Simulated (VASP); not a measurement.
A run of VASP 6.6.1:

Contents of INCAR:

```
  PREC = Accurate
  ENCUT = 520
  EDIFF = 1E-7
  ISMEAR = 1
  SIGMA = 0.2
  LREAL = False
  LASPH = True
  NELM = 80
  ALGO = Fast
  ISIF = 2
  LWAVE = False
  LCHARG = False
  GGA = PE
```

File KPOINTS:

```
Automatic mesh
0
Gamma
  18 18 18
```

Contents of POSCAR:

```
Rh                                      
1.0
    0.0000000000      1.8555610837      1.8555610837
    1.8555610837      0.0000000000      1.8555610837
    1.8555610837      1.8555610837      0.0000000000
  Rh            
     1
Direct
     0.0000000000000000    0.0000000000000000    0.0000000000000000
```

Potentials or basis: VASP PAW PBE potentials, release 64 (Rh_pv).

Run with:

```bash
$ cat potpaw_PBE.64/Rh_pv/POTCAR > POTCAR
$ mpirun -np 1 vasp_std > vasp.out
```

Hardware: 1 thread of Intel(R) Xeon(R) Platinum 8375C CPU @ 2.90GHz (Ice Lake), with other jobs on the host.

Estimate the wall time of this run.

Wall time 19 s on 1 thread of Intel(R) Xeon(R) Platinum 8375C CPU @ 2.90GHz (Ice Lake), with other jobs on the host, peak memory 0.14 GiB. Counts: scf iterations 14, k points 195.
